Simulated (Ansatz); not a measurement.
Input of an Ansatz 0.2.0 run:

File input.yaml:

```yaml
crystal:
  lattice: { a: 3.64067662, b: 3.64067662, c: 3.64067662, alpha: 90.0, beta: 90.0, gamma: 90.0 }
  space_group: 225
  reduce_to_primitive: true
  atoms:
    - { symbol: Pt, wyckoff: "4a", position: [0.0, 0.0, 0.0] }
hamiltonian:
  xc: hf
  pseudopotentials: { kind: paw, source: ansatz }
kpoints:
  mp_grid: { grid: [9, 9, 9] }
scf:
  occupations: { method: fermi_dirac, width: 0.025 }
output:
  forces: true
  stress: true
  eigenvalues: true
  bader: true
  populations: true
  write_density: true
  write_potential: true
  elf: true
  volumetric_format: npy
```

Potentials or basis: Ansatz PAW earlier set.

The run is started by

```console
$ ansatz run input.yaml --threads 1 --pin off --max-ram 2560MiB --backend cpu --events-out ev --progress --plain --runs-dir out
```

Problem. Estimate the band gap on the k mesh.

Solution. None (metal or under the smearing width).

Problem. Predict the pressure.

Solution. 125.0 GPa.

Caveat: the pressure holds a Pulay correction of +1.7 GPa for the finite cutoff; the PAW data sets come from PBE, with cores solved anew for the run's functional, which leaves a small shift of forces and pressure; the thresholds are loose for stress. The run has no spin-orbit coupling, so splittings on Pt are missing.
